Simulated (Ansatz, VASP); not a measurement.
Ta in VASP and in Ansatz

File INCAR:

```
  PREC = Accurate
  ENCUT = 520
  EDIFF = 1E-6
  ISMEAR = -1
  SIGMA = 0.05
  LREAL = False
  LASPH = True
  NELM = 100
  ALGO = Normal
  ISIF = 2
  LWAVE = False
  LCHARG = True
  GGA = PE
  LELF = True
  LVHAR = True
  NBANDS = 12
```

The input KPOINTS:

```
Automatic mesh
0
Gamma
  17 17 16
```

POSCAR

```
Ta
1.0
    2.2941895950      0.0000000000      0.0000000000
   -1.1470947975      1.9868264703      0.0000000000
    0.0000000000      0.0000000000      2.1691131099
Ta
1
Direct
    0.0000000000      0.0000000000      0.0000000000
```

Input for Ansatz:

```yaml
crystal:
  lattice:
    - [2.294189595, 0.0, 0.0]
    - [-1.1470947975, 1.9868264703, 0.0]
    - [0.0, 0.0, 2.1691131099]
  atoms:
    - { symbol: Ta, position: [0.0, 0.0, 0.0] }
kpoints:
  mp_grid: { grid: [17, 17, 16] }
scf:
  occupations: { method: fermi_dirac, width: 0.05 }
hamiltonian:
  xc: pbe
  pseudopotentials: { kind: all_electron, lapw: { basis_error: 0.001 } }
output:
  forces: true
  stress: true
  eigenvalues: true
  populations: true
```

Change from the starting cell: volume scaled by 0.5, LAPW.

Alike in both runs: task single point; functional PBE; k mesh 17 × 17 × 16; occupations fermi-dirac, width 0.05 eV; no spin polarisation.

|  | VASP | Ansatz |
| --- | --- | --- |
| version | VASP 6.6.1 | Ansatz 0.2.0 |
| potentials or method | VASP PAW PBE potentials, release 64 (Ta_pv) | all-electron LAPW, scalar-relativistic |
| plane-wave cutoff (eV) | 520 | see its input |

```csv
,VASP,Ansatz,Ansatz less VASP
pressure (GPa),435.7,418.7,-17.00
largest component of the traceless stress (GPa),1.40,0.30,-1.094
```

Ansatz ran all-electron here, so the differences hold the error of VASP's frozen core and of both bases.

Caveats: the cell as given lies far from equilibrium; so large a pressure means that the cell lies far from this level's equilibrium, or that cutoff or potentials fall short (VASP). The runs have no spin-orbit coupling, so splittings on Ta are missing.
